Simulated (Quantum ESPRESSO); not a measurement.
The system is BAs.

```
B As
1.0
     2.93437    0.00000    0.00000
     0.00000    2.93437    0.00000
     0.00000    0.00000    2.93437
B As
1 1
Direct
  0.50000 0.50000 0.50000
  0.00000 0.00000 0.00000
```

The cell was built by a generator and needn't be a form met in nature.

Base run:

```yaml
Program: Quantum ESPRESSO 7.5
Functional: LDA
Potentials_or_basis: SG15 PBE 1.2
Cutoff: 952 eV
Density_cutoff: 3810 eV
k_mesh: 9 × 9 × 9
Occupations: fermi-dirac, width 0.05 eV
Spin: no spin polarisation
```

Its results: band gap on the k mesh none (metal or under the smearing width); pressure -0.6 GPa.

**Question.** The run is repeated on the same cell with these changes: functional from LDA to HLE16. What comes out?

**Answer.** Band gap on the k mesh none (metal or under the smearing width); pressure -33.9 GPa.

Caveats: the potentials were made for another functional, which shifts forces and pressure; the cell as given lies far from equilibrium (some runs); the potentials were made for a functional far from this one (some runs).
